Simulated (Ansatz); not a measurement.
## Ir(111) / 1 layer Au(111) / Ir(111): resistance against film thickness

Aim: what a thin film of another metal adds to the resistance, first Ir(111) / 1 layer Au(111) / Ir(111).

Calculated with Ansatz 0.2.0; Ansatz plane-wave DFT, PBE, PAW files; ballistic transport by layer matching (Landauer), zero bias.

This is a report of a sequence of runs, with most program output left out.

### 1. The structure

The cell holds 9 atoms: 8 Ir and 1 Au. Its edges and angles: a = 2.715 Å, b = 2.715 Å, c = 20.390 Å, α = 90.0°, β = 90.0°, γ = 120.0°. It derives from Ir and Au. Regions: lead, 8 atoms (8 Ir); films, 1 atom (1 Au). The structure is stacked along c, and the current runs across the ab planes.

### 2. With 1 layer

The film is laid into the lead at the lead's in-plane lattice, and the cell closes on the lead's own image. The mesh across the current, 30×30, is finer than the density's, because channels open and close sharply across the zone. Energies from -1 to 1 eV in steps of 0.036 eV cover the slope of the Fermi function at 300 K, so the program can form a conductance.

Contents of input.yaml:

```yaml
crystal:
  lattice:
    - [2.7148657757, 0.0, 0.0]
    - [-1.3574328878, 2.3511427296, 0.0]
    - [0.0, 0.0, 20.3900780339]
  atoms:
    - { symbol: Ir, position: [0.0, 0.0, 0.054356796] }
    - { symbol: Ir, position: [0.3333333333, 0.6666666667, 0.1630703879] }
    - { symbol: Ir, position: [0.6666666667, 0.3333333333, 0.2717839799] }
    - { symbol: Ir, position: [0.0, 0.0, 0.3804975719] }
    - { symbol: Au, position: [0.3333333333, 0.6666666667, 0.5] }
    - { symbol: Ir, position: [0.6666666667, 0.3333333333, 0.6195024281] }
    - { symbol: Ir, position: [0.0, 0.0, 0.7282160201] }
    - { symbol: Ir, position: [0.3333333333, 0.6666666667, 0.8369296121] }
    - { symbol: Ir, position: [0.6666666667, 0.3333333333, 0.945643204] }
kpoints:
  mp_grid: { grid: [16, 16, 2] }
hamiltonian:
  xc: pbe
scf:
  occupations: { method: fermi_dirac, width: 0.1 }
output:
  transmission: { leads: [[0, 1]], kmesh: [30, 30], e_range: [-1.0, 1.0], de: 0.036 }
  write_potential: true
  write_density: true
  volumetric_format: npy
  elf: true
```

The run is started by

```bash
$ ansatz run input.yaml --threads 4 --pin off --max-ram 8192MiB --backend cpu --events-out ev --progress --plain --runs-dir out
```

Run time: 78 s. Hardware: 4 threads of Arm Neoverse V2, shared host; peak memory 0.84 GiB; 4.7 min of CPU time.

This step gave:

- free energy: -108631.1045 eV
- energy at zero smearing: -108630.9630 eV
- Fermi energy: 25.12 eV
- cell area: 6.383 Å²
- step of the lead's potential: 11.5 meV
- ballistic conductance of the lead: 1.93e15 S/m²
- estimated errors of the lead's conductance: 0, 6.2, 0.1 % (band edges, k-mesh, distance from neutral)
- lead conductance per cell: 1.588 G₀
- conductance of the junction: 9.97e14 S/m²
- junction conductance per cell: 0.8216 G₀
- estimated errors of the junction's conductance: 0.1, 0, 5.9, 4.1, 0.1 % (energy step, band edges, k-mesh, leads' steps, distance from neutral)
- area resistance that the stack adds (contact term taken off, spin by spin): 0.484 fΩ m²

Per spin. Transmission, zone mean against energy, zero at the Fermi level:

| energy (eV) | transmission, zone mean |
| --- | --- |
| -1.000 | 0.673 |
| -0.964 | 0.653 |
| -0.892 | 0.612 |
| -0.856 | 0.613 |
| -0.784 | 0.630 |
| -0.748 | 0.648 |
| -0.676 | 0.634 |
| -0.640 | 0.630 |
| -0.568 | 0.646 |
| -0.532 | 0.652 |
| -0.460 | 0.695 |
| -0.424 | 0.712 |
| -0.388 | 0.720 |
| -0.352 | 0.694 |
| -0.316 | 0.693 |
| -0.244 | 0.731 |
| -0.208 | 0.764 |
| -0.136 | 0.790 |
| -0.100 | 0.800 |
| -0.028 | 0.823 |
| 0.008 | 0.826 |
| 0.080 | 0.821 |
| 0.116 | 0.841 |
| 0.188 | 0.819 |
| 0.224 | 0.803 |
| 0.296 | 0.808 |
| 0.332 | 0.798 |
| 0.404 | 0.821 |
| 0.440 | 0.836 |
| 0.476 | 0.844 |
| 0.512 | 0.822 |
| 0.548 | 0.810 |
| 0.620 | 0.803 |
| 0.656 | 0.791 |
| 0.728 | 0.761 |
| 0.764 | 0.749 |
| 0.836 | 0.712 |
| 0.872 | 0.684 |
| 0.944 | 0.634 |
| 0.980 | 0.615 |

Per spin. The open channels, zone mean, lead by energy, zero at the Fermi level:

| energy (eV) | open channels, zone mean, lead |
| --- | --- |
| -1.000 | 1.55 |
| -0.928 | 1.48 |
| -0.856 | 1.47 |
| -0.784 | 1.45 |
| -0.712 | 1.47 |
| -0.676 | 1.51 |
| -0.604 | 1.53 |
| -0.532 | 1.55 |
| -0.460 | 1.55 |
| -0.388 | 1.46 |
| -0.316 | 1.46 |
| -0.244 | 1.51 |
| -0.172 | 1.55 |
| -0.100 | 1.59 |
| -0.028 | 1.59 |
| 0.008 | 1.59 |
| 0.080 | 1.62 |
| 0.152 | 1.67 |
| 0.224 | 1.64 |
| 0.296 | 1.66 |
| 0.368 | 1.74 |
| 0.440 | 1.78 |
| 0.512 | 1.86 |
| 0.584 | 2.03 |
| 0.656 | 2.06 |
| 0.692 | 2.02 |
| 0.764 | 1.98 |
| 0.836 | 1.82 |
| 0.908 | 1.70 |
| 0.980 | 1.55 |

Transmission over k1 and k2. At 0.0080 eV from the Fermi level.

Ten even steps from '_' (0.00) to '@' (1.76), each cell a mean:
```
====++::++++++++++++++++**--==++==::++..==++==--==++++__++::
++--==..++**++++++++++++++++==----====::__::++======++__::--
++++==++==**++++++++++++==++++--++++++======++++++==++======
++++****++@@**++::::::::::++**@@******++++++======..++======
==++++++++++++++++++++++++++++++**==++++++++==----++++==--==
==++++++++..++++++++========++++++++::++++++++======++======
++++++++++__++++++==============++++++::--++++++++++++__--++
++++++++++__++++======--------========++--::++++++++++__--::
==++**++++..++++====----::::::::----====++++::==++**++--++==
++--==**++++++++++==----::::....::::--====++++++****++::++::
====++::==@@++++++++==--::::......::----==++++++**@@==..++==
==--++::++****++++++====--::::......::--====++++++**++**--==
++--++--++**++==--++++====----::::::::----====++++::++**++==
++::==..++++++++==::==========----------======++++__++++++++
++++..__++++++++++++::--++++========--======++++++__++++++++
====++--++====++++++++--::++++++++========++++++++__++++++++
==----==++++----==++++++====++++++++++==++++++++++==++++++++
++======++--======++++++++++**##**++----------++**%%++++++++
++++++++++--++++++++++++**++++****++--==========++##==**++++
==::..__++++====++..__::==----::++**++++++++++++++**++..----
++--++__++====--==++::::++====++--==**++++++++++++++++::++==
==--**--++++======++++============++==++++++====++++++--++==
```
Columns: k1 (b1) from -0.5 to 0.467; rows upwards: k2 (b2) from -0.5 to 0.467.

Open channels over k1 and k2. At 0.0080 eV from the Fermi level.

Ten even steps from '0' (0.00) to '9' (3.47), each cell a mean:
```
555253222222535555222222222225
444255422222554444220122222012
445595357777535955542224224222
224545555333555554522222202222
222445555555555554522222224222
222285555555555555573222223222
222282555555555555546522222012
422282555555555555554462224112
345555555555555555555555555233
544545555555555555555555455255
555395555555555555555555559255
555255455555555555555555555534
444255455555555555555555554554
522253337355555555555555538333
220022222644555555555555528222
222122222256555555555555548222
222252222223555555555555555322
222221222222545555544455554542
422241242224555953566675359554
320032232003333455533333456333
542122222212255544522222245255
554242222224255554342222225255
```
Columns: k1 (b1) from -0.5 to 0.467; rows upwards: k2 (b2) from -0.5 to 0.467.

Valence density in the ca plane at fractional y = 0.667, with atoms of Ir and Au within 0.2 Å of it. It is the smooth field of the valence electrons, not physical close to the nuclei.

Ten steps, logarithmic in the rise over the least value, from '0' (0 e/Å³) to '9' (12 e/Å³), each cell a mean:
```
55421222211355432356531012210024554224554212
55421222211355432355531012210024554224554212
44322355422344421244321135542123443223443223
22223578742223210122211368874112321112222236
11124799852111100011111489985211110001111247
11124799852111100011111489985211110001111247
22223688742222210122211368874112221012222236
44322355422244321244321245642113442123443224
```
Columns run along c (16.0 Å, from fractional 0.05 to 0.83 of the cell), rows up along a (2.7 Å). Atoms in or near the plane, at fractional coordinates: Ir at (0.16, 0.33), Au at (0.50, 0.33).

ELF in the ca plane at fractional y = 0.667, with atoms of Ir and Au within 0.2 Å of it. It is the smooth field of the valence electrons, not physical close to the nuclei.

Ten even steps from '0' (0.16) to '9' (0.70), each cell a mean:
```
45322222222255323245421011110114542322553222
45322222222255323245421011110114542322453222
33222244322233222223211124431112332222332222
22222589732222211122211257763112221111222226
22222776841222100023221379974112321001222238
22222776841222100022221369974112321001222238
22222688732222110122211257763112221111222226
33222245322223212223211134431112322222332223
```
Columns run along c (16.0 Å, from fractional 0.05 to 0.83 of the cell), rows up along a (2.7 Å). Atoms in or near the plane, at fractional coordinates: Ir at (0.16, 0.33), Au at (0.50, 0.33).

Electrostatic potential energy in the ca plane at fractional y = 0.667, with atoms of Ir and Au within 0.2 Å of it. With pseudopotentials it is smooth inside the atoms' cores, unlike the true potential.

Ten even steps from '0' (-30 eV) to '9' (27 eV), each cell a mean:
```
44689988999754589754589999899986447986447999
44689988999744589754589999899986447986447999
66799755689866799876799975579997668998668997
88998400269988999988999841137999889999889973
99997100048999999999999610015999999999999960
99997100048999999999999610015999999999999960
88998300169988999998999831127999899999889972
66799744689876799876799975469998678998668997
```
Columns run along c (16.0 Å, from fractional 0.05 to 0.83 of the cell; values clipped at the 3rd and 97th percentile), rows up along a (2.7 Å). Atoms in or near the plane, at fractional coordinates: Ir at (0.16, 0.33), Au at (0.50, 0.33).

The lead's potential steps by 12 meV from period to period, small in itself. The program estimates the junction's conductance to 5.9 % from the k-mesh, 0.1 % from the leads' distance from neutral and 4.1 % from their steps.

By hand: 1/G − 1/G_lead = 1/0.9972 − 1/1.928 = 0.484 fΩ m² with G in 10¹⁵ S/m².

### 3. With 3 layers, k-mesh 16×16×1, film layers 3

The stack now holds 3 film layers; the k-mesh follows the cell, and the energies span -0.27 to 0.27 eV.

System of this step: Ir(111) / 3 layers Au(111) / Ir(111). The cell holds 11 atoms: 8 Ir and 3 Au. Its edges and angles: a = 2.715 Å, b = 2.715 Å, c = 25.751 Å, α = 87.0°, β = 93.0°, γ = 120.0°. It derives from Ir and Au. Regions: lead, 8 atoms (8 Ir); films, 3 atoms (3 Au). The structure is stacked along c, and the current runs across the ab planes.

Contents of input.yaml:

```yaml
crystal:
  lattice:
    - [2.7148657757, 0.0, 0.0]
    - [-1.3574328878, 2.3511427296, 0.0]
    - [-1.3574328878, 0.7837142432, 25.7033761254]
  atoms:
    - { symbol: Ir, position: [0.0143734596, 0.9856265404, 0.0431203787] }
    - { symbol: Ir, position: [0.376453712, 0.623546288, 0.129361136] }
    - { symbol: Ir, position: [0.7385339645, 0.2614660355, 0.2156018934] }
    - { symbol: Ir, position: [0.1006142169, 0.8993857831, 0.3018426507] }
    - { symbol: Au, position: [0.4655473399, 0.5344526601, 0.3966420196] }
    - { symbol: Au, position: [0.8333333333, 0.1666666667, 0.5] }
    - { symbol: Au, position: [0.2011193268, 0.7988806732, 0.6033579804] }
    - { symbol: Ir, position: [0.5660524498, 0.4339475502, 0.6981573493] }
    - { symbol: Ir, position: [0.9281327022, 0.0718672978, 0.7843981066] }
    - { symbol: Ir, position: [0.2902129547, 0.7097870453, 0.870638864] }
    - { symbol: Ir, position: [0.6522932071, 0.3477067929, 0.9568796213] }
kpoints:
  mp_grid: { grid: [16, 16, 1] }
hamiltonian:
  xc: pbe
scf:
  occupations: { method: fermi_dirac, width: 0.1 }
output:
  transmission:
    leads: [[0, 1]]
    kmesh: [30, 30]
    e_range: [-0.27, 0.27]
    de: 0.036
  write_potential: true
  write_density: true
  volumetric_format: npy
```

Wall time 1.9 min (4 threads); peak memory 1.3 GiB; 6.4 min of CPU time.

This step gave:

* free energy: -134929.4245 eV
* energy at zero smearing: -134929.2748 eV
* Fermi energy: 24.21 eV
* step of the lead's potential: 7.9 meV
* conductance of the junction: 5.77e14 S/m²
* junction conductance per cell: 0.4756 G₀
* estimated errors of the junction's conductance: 0.4, 0.1, 6.7, 4.4, 0.4 % (energy step, band edges, k-mesh, leads' steps, distance from neutral)
* area resistance that the stack adds (contact term taken off, spin by spin): 1.213 fΩ m²

Per spin. Transmission, zone mean against energy, zero at the Fermi level:

| energy (eV) | transmission, zone mean |
| --- | --- |
| -0.270 | 0.426 |
| -0.234 | 0.415 |
| -0.198 | 0.433 |
| -0.162 | 0.424 |
| -0.126 | 0.442 |
| -0.090 | 0.450 |
| -0.054 | 0.467 |
| -0.018 | 0.474 |
| 0.018 | 0.472 |
| 0.054 | 0.496 |
| 0.090 | 0.488 |
| 0.126 | 0.482 |
| 0.162 | 0.491 |
| 0.198 | 0.507 |
| 0.234 | 0.510 |
| 0.270 | 0.530 |

The conductance of the junction is 5.8e14 S/m², 42 % under the 1.0e15 S/m² of the last finished run.

### 4. With 5 layers, k-mesh 16×16×1, film layers 5

The stack now holds 5 film layers; the k-mesh follows the cell, and the energies span -0.27 to 0.27 eV.

System of this step: Ir(111) / 5 layers Au(111) / Ir(111). The cell holds 13 atoms: 8 Ir and 5 Au. Cell: a = 2.715 Å, b = 2.715 Å, c = 31.056 Å, α = 92.5°, β = 87.5°, γ = 120.0°. It derives from Ir and Au. Regions: lead, 8 atoms (8 Ir); films, 5 atoms (5 Au). The structure is stacked along c, and the current runs across the ab planes.

input.yaml, the sections that differ from step 3:

```yaml
crystal:
  lattice:
    - [2.7148657757, 0.0, 0.0]
    - [-1.3574328878, 2.3511427296, 0.0]
    - [1.3574328878, -0.7837142432, 31.0166742168]
  atoms:
    - { symbol: Ir, position: [0.9880887798, 0.0119112202, 0.0357336607] }
    - { symbol: Ir, position: [0.2975996727, 0.7024003273, 0.107200982] }
    - { symbol: Ir, position: [0.6071105655, 0.3928894345, 0.1786683034] }
    - { symbol: Ir, position: [0.9166214584, 0.0833785416, 0.2501356247] }
    - { symbol: Au, position: [0.2237681906, 0.7762318094, 0.3286954283] }
    - { symbol: Au, position: [0.5285507619, 0.4714492381, 0.4143477142] }
    - { symbol: Au, position: [0.8333333333, 0.1666666667, 0.5] }
    - { symbol: Au, position: [0.1381159047, 0.8618840953, 0.5856522858] }
    - { symbol: Au, position: [0.4428984761, 0.5571015239, 0.6713045717] }
    - { symbol: Ir, position: [0.7500452082, 0.2499547918, 0.7498643753] }
    - { symbol: Ir, position: [0.0595561011, 0.9404438989, 0.8213316966] }
    - { symbol: Ir, position: [0.369066994, 0.630933006, 0.892799018] }
    - { symbol: Ir, position: [0.6785778869, 0.3214221131, 0.9642663393] }
# kpoints, hamiltonian, scf, output: as in step 3
```

It took 3 min on 4 threads; peak memory 1.7 GiB.

This step gave:

```yaml
free_energy: -161227.7903 eV
energy_at_zero_smearing: -161227.6327 eV
fermi_energy: 23.62 eV
step_of_the_lead_s_potential: 8.8 meV
conductance_of_the_junction: 5.49e14 S/m²
junction_conductance_per_cell: 0.4522 G₀
estimated_errors_of_the_junction_s_conductance: 0.4, 0.8, 7, 6.7, 0.4 % (energy step, band edges, k-mesh, leads' steps, distance from neutral)
area_resistance_that_the_stack_adds_contact_term_taken_off_spin_by_spin: 1.303 fΩ m²
```

Per spin. Transmission, zone mean against energy, zero at the Fermi level:

| energy (eV) | transmission, zone mean |
| --- | --- |
| -0.270 | 0.422 |
| -0.234 | 0.426 |
| -0.198 | 0.411 |
| -0.162 | 0.417 |
| -0.126 | 0.442 |
| -0.090 | 0.443 |
| -0.054 | 0.446 |
| -0.018 | 0.455 |
| 0.018 | 0.450 |
| 0.054 | 0.455 |
| 0.090 | 0.477 |
| 0.126 | 0.487 |
| 0.162 | 0.481 |
| 0.198 | 0.483 |
| 0.234 | 0.482 |
| 0.270 | 0.474 |

The conductance of the junction is 5.5e14 S/m², 4.9 % under the 5.8e14 S/m² of the last finished run, within the error estimates, leads' steps apart, of 6.7 and 7 %.

(Part 1 of 2 ends here.)

[Logs are printed without paths, hosts, clocks, repeated set-up lines and the standing remarks that a program may print on its own settings, such as how far it seeks lower states.]

[Hosts, paths, dates, database ids (printed as entryN), source tags and the programs' standing remarks are cut or masked in the printed files.]
